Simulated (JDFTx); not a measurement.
The system is NbP.

```
Nb P
1.0
    -1.67492    1.67492    5.74011
     1.67492   -1.67492    5.74011
     1.67492    1.67492   -5.74011
Nb P
2 2
Direct
  0.24988 0.74988 0.50000
  0.49988 0.49988 0.00000
  0.83275 0.33275 0.50000
  0.08275 0.08275 0.00000
```

The cell is a database's computed one.

Program: JDFTx 1.7.0 (patched build). Alike in all runs: task single point; no spin polarisation; cell as given; cutoff (eV) 1116; smearing fermi-dirac 0.05 eV.

Question: Order these runs on this cell by their pressure, lowest first.
A. level PBE; potentials or basis PseudoDojo-SR-PBE-0.5-standard; k mesh 11 × 11 × 11; mesh quality not flagged
B. level PBE+D3(BJ)+U; potentials or basis PseudoDojo-SR-PBE-0.5-stringent with smoothed tails; U Nb d U = 5 eV; k mesh 6 × 6 × 6; local potential set to -Z/r beyond 6 bohr; pseudo rcut 6; mesh quality coarse
C. level PBEsol; potentials or basis PseudoDojo-SR-PBEsol-0.4.1-standard with smoothed tails; k mesh 11 × 11 × 11; local potential set to -Z/r beyond 6 bohr; pseudo rcut 6; mesh quality not flagged

Answer: B (-15.8 GPa), C (-6.4 GPa), A (-1.0 GPa).

Caveats: some runs use coarse meshes; U without spin polarisation on a metal has little footing (some runs); pairwise dispersion overbinds metals, which lowers pressure and volume (some runs); the U is typed as a test and isn't derived for this compound (some runs).

Not every run made on this cell is shown here.
